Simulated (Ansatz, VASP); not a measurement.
# Cross-check of SiC (honeycomb SiC 4 layers, AA') between VASP and Ansatz

One calculation is typed for both programs; each brings its own data sets. How far apart do they land? The cell is taken from a series of runs on this material, whose earlier steps may have relaxed, scaled, displaced or heated it; both programs get it as it stands.

Program: Ansatz 0.2.0. Level of theory: plane waves, with VASP 6.6.1 beside it; PBE with D3(BJ). Results are calculated unless marked as measured.

**1. Set-up**

The cell holds 8 atoms: 4 C and 4 Si. Cell: a = 3.151 Å, b = 3.151 Å, c = 25.209 Å, α = 90.0°, β = 90.0°, γ = 120.0°. Vacuum lies along c.

**2. Ansatz: single point, PBE with D3(BJ)**

Ansatz runs on its default PAW (the set named soft_2) files.

With cell and atoms fixed, the geometry can't cause a difference; cores, projectors, grids and the points listed under the comparison can.

File input.yaml:

```yaml
crystal:
  lattice:
    - [3.1506218263, 0.0, 0.0]
    - [-1.5753109132, 2.7285185393, 0.0]
    - [0.0, 0.0, 25.2091853958]
  atoms:
    - { symbol: C, position: [0.6666666667, 0.3333333333, 0.3570127261] }
    - { symbol: Si, position: [0.3333333333, 0.6666666667, 0.3628607297] }
    - { symbol: C, position: [0.3333333333, 0.6666666667, 0.4485935177] }
    - { symbol: Si, position: [0.6666666667, 0.3333333333, 0.4446402116] }
    - { symbol: C, position: [0.6666666667, 0.3333333333, 0.5514064823] }
    - { symbol: Si, position: [0.3333333333, 0.6666666667, 0.5553597884] }
    - { symbol: C, position: [0.3333333333, 0.6666666667, 0.6429872739] }
    - { symbol: Si, position: [0.6666666667, 0.3333333333, 0.6371392703] }
kpoints:
  mp_grid: { grid: [18, 18, 1] }
  band_path:
    path: [[0, 0, 0], [0.5, 0, 0], [0.33333333, 0.33333333, 0], [0, 0, 0]]
    npoints: 16
hamiltonian:
  xc: pbe
  dispersion: d3bj
scf:
  occupations: { method: fermi_dirac, width: 0.02585 }
  convergence: { dr2_threshold: 1.0e-10 }
efield:
  axis: 3
  dipole_correction: true
  ramp_position: 0.97
  ramp_width: 0.06
  amplitude: 0
output:
  dos: { projected: true, e_range: [-6, 5] }
  write_potential: true
  write_density: true
  volumetric_format: npy
  elf: true
```

The run is started by

```
$ ansatz run input.yaml --threads 2 --pin off --max-ram 3072MiB --backend cpu --events-out ev --progress --plain --runs-dir out
```

Numbers of over 12 decimals in the logs are rounded to 6 here.

Output:

```text
Engine: ansatz 0.2.0, aarch64-unknown-linux-gnu
Pseudopotentials: kind: paw
Pseudopotential: C, paw, valence charge 4, recommended cutoff 420 eV (normal), C.paw.azcp
Pseudopotential: Si, paw, valence charge 4, recommended cutoff 420 eV (normal), Si.paw.azcp
Functional definition: PBE
  parameter kappa = 0.804
  parameter beta = 0.066725
  exchange = pbe_x(kappa = kappa, mu = beta*pi^2/3)
  correlation = pbe_c(beta = beta)
Crystal: 8 atoms, lattice volume = 216.712 Å³
Basis set: ecut = 420 eV, 4189 PW (Γ)
Bands: 24, of which v1, the nominal top of the filled ones, is band 16 counted from 1 (15 counted from 0)
Symmetry: 6 space group operations
k-points: 37 of 324 (time reversal used)
Non-local potential: C, projectors of the file, l = 0: 2, l = 1: 2, l = 2: 1
Non-local potential: Si, projectors of the file, l = 0: 2, l = 1: 2, l = 2: 2
PAW form: soft (Blöchl's): semilocal exchange-correlation on the pseudo side does not see the compensation charge
PAW one-centre angular grid: C, 110 points (default); XC on 64 Gauss nodes
PAW one-centre angular grid: Si, 110 points (default); XC on 64 Gauss nodes
Initial density: superposition of atomic densities (neutral atoms: chi_scale 0, normalization atom), corrected by the library's trained network
Initial wavefunctions: pseudopotential atomic-orbital guess
Functional: x = pbe(κ = 0.804, μ = 0.219515), c = pbe(β = 0.066725)
SCF iter   1: F=—  HF=-3546.980644 eV  |F-HF|=—  |Δ(HF+E_count)|=         —  Δρ=2.58e-3  dr2=3.24e-2  ethr=1.77e-3  p=0.000 e·Å  D=3.11e-14 V/Å  ΔV_dip=-0.00 eV  dr2_dipole=8.10e-7  V_vac-E_F(+/−)=4.10/4.10 eV  ⟨swp⟩=10.9  Hψ=6918  notcnv=0  defer=4
efield: sawtooth ramp at fractional position 0.9700 (set: `efield.ramp_position`, or a place that a band, a saddle search or an elastic batch's reference lends), width 0.0600; the density the first Hamiltonian is built on has a dipole p = 0.000 e·Å; the dipole correction subtracts the counter field D = 3.11e-14 V/Å, which shifts the + side's vacuum level by -0.00 eV against the − side's; the planar-averaged density in the ramp window peaks in size at 1.2e-5 e/Å³
preconditioner: auto → none  [insulator: Δε(μ)=1.179 eV  Ē_g=11.288 eV  σ=0.026 eV  W_gap=1.00  n_scr=14 (ndim 8)  ℏωp=14.3 eV  f_vac=0.563  D(μ)=0.00/eV (n_scr^D=0)  ε∞_Penn≈2.6]
SCF iter   2: F=—  HF=-3546.991851 eV  |F-HF|=—  |Δ(HF+E_count)|=   1.12e-2  Δρ=2.29e-3  dr2=9.66e-2  ethr=1.01e-4  p=0.001 e·Å  D=5.82e-4 V/Å  ΔV_dip=-0.01 eV  dr2_dipole=1.83e-5  V_vac-E_F(+/−)=4.57/4.58 eV  ⟨swp⟩=4.8  Hψ=2512  notcnv=0  defer=94
SCF iter   3: F=—  HF=-3546.978410 eV  |F-HF|=—  |Δ(HF+E_count)|=   1.34e-2  Δρ=9.97e-4  dr2=6.28e-3  ethr=1.01e-4  p=-0.001 e·Å  D=-5.01e-4 V/Å  ΔV_dip=0.01 eV  dr2_dipole=1.28e-5  V_vac-E_F(+/−)=4.25/4.23 eV  ⟨swp⟩=3.8  Hψ=1552  notcnv=0  defer=94
SCF iter   4: F=—  HF=-3546.977980 eV  |F-HF|=—  |Δ(HF+E_count)|=   4.30e-4  Δρ=4.39e-4  dr2=4.13e-4  ethr=1.96e-5  p=0.001 e·Å  D=1.01e-3 V/Å  ΔV_dip=-0.03 eV  dr2_dipole=5.33e-5  V_vac-E_F(+/−)=4.27/4.30 eV  ⟨swp⟩=2.6  Hψ=1379  notcnv=0  defer=93
SCF iter   5: F=—  HF=-3546.978384 eV  |F-HF|=—  |Δ(HF+E_count)|=   4.03e-4  Δρ=2.33e-4  dr2=1.59e-3  ethr=1.29e-6  p=-0.005 e·Å  D=-3.88e-3 V/Å  ΔV_dip=0.10 eV  dr2_dipole=7.90e-4  V_vac-E_F(+/−)=4.35/4.25 eV  ⟨swp⟩=3.2  Hψ=1769  notcnv=0  defer=93
SCF iter   6: F=—  HF=-3546.978158 eV  |F-HF|=—  |Δ(HF+E_count)|=   2.26e-4  Δρ=7.30e-5  dr2=2.26e-5  ethr=1.29e-6  p=0.000 e·Å  D=3.98e-4 V/Å  ΔV_dip=-0.01 eV  dr2_dipole=7.74e-6  V_vac-E_F(+/−)=4.30/4.31 eV  ⟨swp⟩=2.1  Hψ=1210  notcnv=0  defer=93
SCF iter   7: F=—  HF=-3546.978159 eV  |F-HF|=—  |Δ(HF+E_count)|=   1.06e-6  Δρ=2.74e-5  dr2=1.15e-6  ethr=7.05e-8  p=0.000 e·Å  D=4.27e-5 V/Å  ΔV_dip=-0.00 eV  dr2_dipole=1.21e-7  V_vac-E_F(+/−)=4.30/4.30 eV  ⟨swp⟩=2.6  Hψ=1429  notcnv=0  defer=93
SCF iter   8: F=—  HF=-3546.978119 eV  |F-HF|=—  |Δ(HF+E_count)|=   3.96e-5  Δρ=5.55e-6  dr2=1.06e-7  ethr=3.59e-9  p=0.000 e·Å  D=1.56e-5 V/Å  ΔV_dip=-0.00 eV  dr2_dipole=2.10e-9  V_vac-E_F(+/−)=4.30/4.30 eV  ⟨swp⟩=2.1  Hψ=1518  notcnv=0  defer=93
SCF iter   9: F=—  HF=-3546.978119 eV  |F-HF|=—  |Δ(HF+E_count)|=   2.03e-8  Δρ=2.43e-6  dr2=3.12e-8  ethr=3.32e-10  p=-0.000 e·Å  D=-7.92e-6 V/Å  ΔV_dip=0.00 eV  dr2_dipole=7.60e-10  V_vac-E_F(+/−)=4.30/4.30 eV  ⟨swp⟩=2.7  Hψ=1589  notcnv=0  defer=93
SCF iter  10: F=—  HF=-3546.978119 eV  |F-HF|=—  |Δ(HF+E_count)|=   1.49e-9  Δρ=1.17e-6  dr2=2.66e-9  ethr=9.74e-11  p=0.000 e·Å  D=1.18e-6 V/Å  ΔV_dip=-0.00 eV  dr2_dipole=4.83e-12  V_vac-E_F(+/−)=4.30/4.30 eV  ⟨swp⟩=2.1  Hψ=1182  notcnv=0  defer=93
SCF iter  11: F=—  HF=-3546.978119 eV  |F-HF|=—  |Δ(HF+E_count)|=   2.89e-9  Δρ=5.05e-7  dr2=6.68e-10  ethr=8.33e-12  p=0.000 e·Å  D=3.96e-7 V/Å  ΔV_dip=-0.00 eV  dr2_dipole=2.02e-12  V_vac-E_F(+/−)=4.30/4.30 eV  ⟨swp⟩=2.4  Hψ=1410  notcnv=0  defer=93
SCF iter  12: F=-3546.978119 eV  HF=-3546.978119 eV  |F-HF|=3.82e-11  |Δ(HF+E_count)|=  7.98e-10  Δρ=1.08e-7  dr2=2.20e-11  ethr=1.00e-12  p=-0.000 e·Å  D=-2.65e-8 V/Å  ΔV_dip=0.00 eV  dr2_dipole=1.94e-13  V_vac-E_F(+/−)=4.30/4.30 eV  ⟨swp⟩=12.1  Hψ=4145  notcnv=0
SCF 1 converged in 12 iterations: F = -3546.978119 eV  dr2 = 2.20e-11
  greatest PAW one-centre occupation: 0.652 electrons in one spin orbital (limit 2), on the C atom at site 4 (counted from 0), in its partial waves of l = 0
NSCF: frozen V_eff on 49 k-points
efield: sawtooth ramp at fractional position 0.9700 (kept from the solve that this one continues, or follows in the run), width 0.0600; the density the first Hamiltonian is built on has a dipole p = -0.000 e·Å; the dipole correction subtracts the counter field D = -2.65e-8 V/Å, which shifts the + side's vacuum level by +0.00 eV against the − side's; the planar-averaged density in the ramp window peaks in size at 1.1e-7 e/Å³
WARN: The output density's exchange-correlation potential varies sharply where the density is thin. Do not read a vacuum level from v_tot or v_xc, or from such a field of the output density. On a cell that repeats whose density bears no net charge and no dipole along the vacuum's axis use v_es (v_loc + v_h of the components); under efield.dipole_correction with no amplitude use v_es + v_field, which holds any externa [...]
SCF converged after 12 iterations
Free energy (F): -3546.978119 eV
Harris-Foulkes:  -3546.978119 eV  (|F-HF|=3.82e-11)
Internal energy: -3546.978119 eV  (E = F + TS)
E sigma→0 (E₀):  -3546.978119 eV
Fermi energy:    1.518806 eV
Dipole field:    D = -0.000001 V/Å  (p = -0.000001 e·Å, saw-weighted, corrected)
Work function:   Φ+ = 4.3044 eV   Φ− = 4.3044 eV
Levels:          The Fermi level and band energies are counted from a zero that moves with the ramp; work functions are not
--- Per-component energies (eV) ---
  E_band       = -184.566933
  E_kinetic    = 542.460822
  E_local      = -18247.690668  (includes V_loc(G=0)·N_el)
  E_nonlocal   = 206.484772
  E_hartree    = 8893.179153
  E_xc         = -420.739830
  E_vxc        = -435.672640  (∫ρ·V_xc dr)
  E_paw        = -2447.940012  (= ΣΔE_a)
  E_vpaw       = -36.507761  (= ΣTr[D̂ρ^β])
  E_aug_tail   = 0.000053  (compensation charges beyond the density's cutoff)
  E_efield     = 0.000000  (sawtooth field / dipole correction)
  E_vefield    = 0.000000  (∫n·V_field dr)
  E_ewald      = 7929.187146
  E_disp       = -1.919557  (pairwise vdW)
  E_smearing   = -0.000000  (= −TS)
  E_closure    = -0.000000  (closes the sum)
  Σ components = -3546.978119   (vs F -3546.978119, Δ=0.00e0)
--- Band table (eV; the first three rows and the last of 37) ---
  k-point 0: bands = [... 12 lower, -0.8796, -0.7334, -0.7334, 0.5155, 4.1608, 4.6043, 5.0772, 5.3492, ... 4 higher]
  k-point 1: bands = [... 12 lower, -0.9241, -0.9209, -0.7665, 0.6220, 4.3131, 4.7084, 5.1731, 5.3829, ... 4 higher]
  k-point 2: bands = [... 12 lower, -1.0529, -0.8675, -0.8463, 0.7973, 4.5219, 4.8369, 5.2304, 5.4260, ... 4 higher]
  k-point 36: bands = [... 12 lower, -2.0049, -2.0049, -0.5223, -0.5223, 4.6918, 4.8638, 4.8638, 6.0704, ... 4 higher]
```

The column dr2 measures how far the density is from self-consistency, as an energy; F and HF (Harris–Foulkes) agree once it is small.

**3. VASP: single point, PBE with D3(BJ)**

The same cell, functional, mesh and smearing now go to VASP, with its own data sets.

Lines of VASP's logs that name or quote its potential files are left out, and so is its time.

File INCAR:

```
SYSTEM = SiC
PREC = Accurate
ENCUT = 520
EDIFF = 1E-06
NELM = 120
ISMEAR = -1
SIGMA = 0.02585
LREAL = .FALSE.
ALGO = Normal
GGA = PE
IVDW = 12
NBANDS = 24
LORBIT = 11
LWAVE = .FALSE.
LCHARG = .FALSE.
ISIF = 2
LDIPOL = .TRUE.
IDIPOL = 3
DIPOL = 0.5 0.5 0.5
LVHAR = .TRUE.
LASPH = .TRUE.
GGA_COMPAT = .FALSE.
EFERMI = MIDGAP
NELMDL = -8
KPAR = 2
```

File POSCAR:

```
SiC
1.0
    3.1506218263      0.0000000000      0.0000000000
   -1.5753109132      2.7285185393      0.0000000000
    0.0000000000      0.0000000000     25.2091853958
C Si
4 4
Direct
    0.6666666666      0.3333333332      0.3570127261
    0.3333333332      0.6666666666      0.4485935177
    0.6666666666      0.3333333332      0.5514064823
    0.3333333332      0.6666666666      0.6429872739
    0.3333333332      0.6666666666      0.3628607297
    0.6666666666      0.3333333332      0.4446402116
    0.3333333332      0.6666666666      0.5553597884
    0.6666666666      0.3333333332      0.6371392703
```

File KPOINTS:

```
Automatic mesh
0
Gamma
18 18 1
0 0 0
```

PAW data sets: C and Si (PBE family, release 64).

The run is started by

```
$ mpirun -np 2 vasp_std
```

Output:

```text
[banner, memory and clock lines left out]
running    2 mpi-ranks, on    1 nodes
 distrk:  each k-point on    1 cores,    2 groups
 distr:  one band on    1 cores,    1 groups

 POSCAR found type information on POSCAR C Si
 POSCAR found :  2 types and       8 ions
 LDA part: xc-table for (Slater+PW92), standard interpolation
 POSCAR, INCAR and KPOINTS ok, starting setup
 FFT: planning ... GRIDC
 FFT: planning ... GRID_SOFT
 FFT: planning ... GRID
 WAVECAR not read
 entering main loop
       N       E                     dE             d eps       ncg     rms          rms(c)
DAV:   1     0.198015648096E+03    0.19802E+03   -0.12561E+04  1776   0.106E+03
DAV:   2    -0.394405597784E+02   -0.23746E+03   -0.22410E+03  2664   0.223E+02
DAV:   3    -0.642018574780E+02   -0.24761E+02   -0.24379E+02  2384   0.736E+01
DAV:   4    -0.652256539466E+02   -0.10238E+01   -0.10212E+01  2496   0.176E+01
DAV:   5    -0.652657978625E+02   -0.40144E-01   -0.40136E-01  2576   0.317E+00
DAV:   6    -0.652671669199E+02   -0.13691E-02   -0.13690E-02  2680   0.524E-01
DAV:   7    -0.652671996003E+02   -0.32680E-04   -0.32680E-04  2640   0.734E-02
DAV:   8    -0.652672005331E+02   -0.93285E-06   -0.93283E-06  2296   0.970E-03    0.183E+01
DAV:   9    -0.569900088438E+02    0.82772E+01   -0.23969E+01  2216   0.221E+01    0.789E+00
DAV:  10    -0.567260987832E+02    0.26391E+00   -0.23918E+00  2544   0.722E+00    0.337E+00
DAV:  11    -0.566689178935E+02    0.57181E-01   -0.15381E-01  2536   0.204E+00    0.106E+00
DAV:  12    -0.566542013757E+02    0.14717E-01   -0.22325E-02  2464   0.852E-01    0.218E-01
DAV:  13    -0.566521813941E+02    0.20200E-02   -0.43190E-03  2480   0.321E-01    0.124E-01
DAV:  14    -0.566506976856E+02    0.14837E-02   -0.19833E-03  2376   0.214E-01    0.571E-02
[...]
DAV:  20    -0.566524189409E+02   -0.66499E-04   -0.71130E-06  2096   0.119E-02    0.325E-03
DAV:  21    -0.566524506926E+02   -0.31752E-04   -0.36028E-06  1944   0.673E-03    0.188E-03
DAV:  22    -0.566524779060E+02   -0.27213E-04   -0.22116E-06  1800   0.445E-03    0.151E-03
DAV:  23    -0.566525030569E+02   -0.25151E-04   -0.19934E-06  1920   0.335E-03    0.770E-04
DAV:  24    -0.566525147088E+02   -0.11652E-04   -0.50937E-07  1864   0.268E-03    0.756E-04
DAV:  25    -0.566525221066E+02   -0.73978E-05   -0.34857E-07  1712   0.162E-03    0.413E-04
DAV:  26    -0.566525234589E+02   -0.13523E-05   -0.58638E-08  1720   0.108E-03    0.201E-04
DAV:  27    -0.566525239447E+02   -0.48575E-06   -0.28834E-08  1544   0.639E-04
   1 F= -.58571898E+02 E0= -.58571898E+02  d E =-.225458E-10
```

Parts of OUTCAR (step 3):

```text
ion  position               nearest neighbor table
   1  0.667  0.333  0.357-   5 1.82   5 1.82   5 1.82   6 2.21
   2  0.333  0.667  0.449-   6 1.82   6 1.82   6 1.82   5 2.16
   3  0.667  0.333  0.551-   7 1.82   7 1.82   7 1.82   8 2.16
   4  0.333  0.667  0.643-   8 1.82   8 1.82   8 1.82   7 2.21
   5  0.333  0.667  0.363-   1 1.82   1 1.82   1 1.82   2 2.16   6 2.75   6 2.75   6 2.75
   6  0.667  0.333  0.445-   2 1.82   2 1.82   2 1.82   1 2.21   5 2.75   5 2.75   5 2.75
   7  0.333  0.667  0.555-   3 1.82   3 1.82   3 1.82   4 2.21   8 2.75   8 2.75   8 2.75
   8  0.667  0.333  0.637-   4 1.82   4 1.82   4 1.82   3 2.16   7 2.75   7 2.75   7 2.75

  LATTYP: Found a hexagonal cell.
 ALAT       =     3.1506218263
 C/A-ratio  =     8.0013364934

 Subroutine GETGRP returns: Found 12 space group operations
 (whereof 12 operations were pure point group operations)

The static configuration has the point symmetry D_3d.

 Found     37 irreducible k-points:

   k-points           NKPTS =     37   k-points in BZ     NKDIM =     37   number of bands    NBANDS=     24

   dimension x,y,z NGX =    24 NGY =   24 NGZ =  192
   dimension x,y,z NGXF=    48 NGYF=   48 NGZF=  384

   ENCUT  =  520.0 eV  38.22 Ry    6.18 a.u.   5.86  5.86 46.87*2*pi/ulx,y,z

   NELECT =      32.0000    total number of electrons

 k-points in reciprocal lattice and weights: Automatic mesh
   0.00000000  0.00000000  0.00000000       0.003
   0.05555556 -0.00000000  0.00000000       0.019
   0.11111111 -0.00000000  0.00000000       0.019
   0.16666667  0.00000000  0.00000000       0.019
   0.22222222 -0.00000000  0.00000000       0.019
   0.27777778  0.00000000  0.00000000       0.019
   0.33333333 -0.00000000  0.00000000       0.019
   0.38888889 -0.00000000  0.00000000       0.019
   0.44444444 -0.00000000  0.00000000       0.019
[...]
0.33333333  0.27777778  0.00000000       0.037
   0.33333333  0.33333333  0.00000000       0.006

 dipolmoment           0.000000      0.000000      0.000000 electrons x Angstroem

 average (electrostatic) potential at core
       1 -53.2028       2 -53.4580       3 -53.4580       4 -53.2028       5 -89.1808
       6 -89.4799       7 -89.4799       8 -89.1808

 E-fermi :   0.9790

 k-point     1 :       0.0000    0.0000    0.0000
  band No.  band energies     occupation
    ...
     12      -1.4031      2.00000
     13      -1.4031      2.00000
     14      -1.2564      2.00000
     15      -1.2564      2.00000
     16      -0.0048      2.00000
     17       3.6411      0.00000
     18       4.0821      0.00000
     19       4.5590      0.00000
     20       4.8308      0.00000
     21       5.4266      0.00000
    ...

 k-point     2 :       0.0556   -0.0000    0.0000
  band No.  band energies     occupation
    ...
     12      -1.6045      2.00000
     13      -1.4474      2.00000
     14      -1.4434      2.00000
     15      -1.2893      2.00000
     16       0.1016      2.00000
     17       3.7931      0.00000
     18       4.1860      0.00000
     19       4.6543      0.00000
     20       4.8639      0.00000
     21       5.3736      0.00000
    ...

 k-point     3 :       0.1111   -0.0000    0.0000
  band No.  band energies     occupation
    ...
     12      -1.9591      2.00000
     13      -1.5757      2.00000
     14      -1.3898      2.00000
     15      -1.3685      2.00000
     16       0.2769      2.00000
     17       4.0006      0.00000
     18       4.3134      0.00000
     19       4.7085      0.00000
     20       4.9064      0.00000
     21       5.2439      0.00000
    ...

 Edisp (eV)   -1.91937

  Total      -0.09393    -0.09393    -0.00703     0.00000     0.00000     0.00000
  in kB      -0.69446    -0.69446    -0.05197     0.00000     0.00000     0.00000
  external pressure =       -0.48 kB  Pullay stress =        0.00 kB

  energy-cutoff  :      520.00
  volume of cell :      216.71
      direct lattice vectors                 reciprocal lattice vectors
     3.150621826  0.000000000  0.000000000     0.317397662  0.183249625  0.000000000
    -1.575310913  2.728518539  0.000000000     0.000000000  0.366499251  0.000000000
     0.000000000  0.000000000 25.209185396     0.000000000  0.000000000  0.039668081

 POSITION                                       TOTAL-FORCE (eV/Angst)
 -----------------------------------------------------------------------------------
      1.57531      0.90951      9.00000        -0.000000      0.000000     -0.007561
     -0.00000      1.81901     11.30868        -0.000000     -0.000000      0.005749
      1.57531      0.90951     13.90051         0.000000      0.000000     -0.005749
     -0.00000      1.81901     16.20919        -0.000000     -0.000000      0.007561
     -0.00000      1.81901      9.14742        -0.000000     -0.000000      0.003692
      1.57531      0.90951     11.20902        -0.000000      0.000000     -0.004527
     -0.00000      1.81901     14.00017         0.000000     -0.000000      0.004527
      1.57531      0.90951     16.06176         0.000000      0.000000     -0.003692
 -----------------------------------------------------------------------------------
    total drift:                                0.000000      0.000000     -0.000000

  FREE ENERGIE OF THE ION-ELECTRON SYSTEM (eV)
  ---------------------------------------------------
  free  energy   TOTEN  =       -58.5718981494 eV

  energy  without entropy=      -58.5718981494  energy(sigma->0) =      -58.57189815

 vacuum level on the upper side and lower side of the slab         5.299         5.299

 total charge
# of ion       s       p       d       tot
------------------------------------------
    1        0.845   1.694   0.000   2.539
    2        0.847   1.718   0.000   2.565
    3        0.847   1.718   0.000   2.565
    4        0.845   1.694   0.000   2.539
    5        0.711   0.937   0.000   1.647
    6        0.706   0.929   0.000   1.635
    7        0.706   0.929   0.000   1.635
    8        0.711   0.937   0.000   1.647
--------------------------------------------------
tot          6.217  10.556   0.000  16.772

[... 3 further parts left out ...]
```

**4. Comparison**

Known differences besides the potentials themselves: the cutoff is 420 eV in Ansatz and 520 eV in VASP. Total energies have different zeros and are not compared.

Both answers:

```tsv
quantity	Ansatz	VASP	difference
gap on the k mesh (eV)	1.129	1.122	+0.006
```

A gap on the mesh is an upper bound, since the band edges may lie between its points. Where the cell holds vacuum, a pressure given here is an average over it and none of the material.

**5. What came out**

```
difference in gap on the k mesh (single point, PBE with D3(BJ)) : 0.0061 eV
```

What this shows: The difference in gap on the k mesh is 0.0061 eV (single point, PBE with D3(BJ)), within the 0.08 eV picked in this series as the mark of a large difference. How closely two codes agree says nothing of how well the functional describes the real material.

[Lines on the potential files, build, host, timing and source positions are cut from VASP's logs without a mark.]

[Logs are printed without paths, hosts, clocks, repeated set-up lines and the standing remarks that a program may print on its own settings, such as how far it seeks lower states.]

[Hosts, paths, dates, database ids (printed as entryN), source tags and the programs' standing remarks are cut or masked in the printed files.]
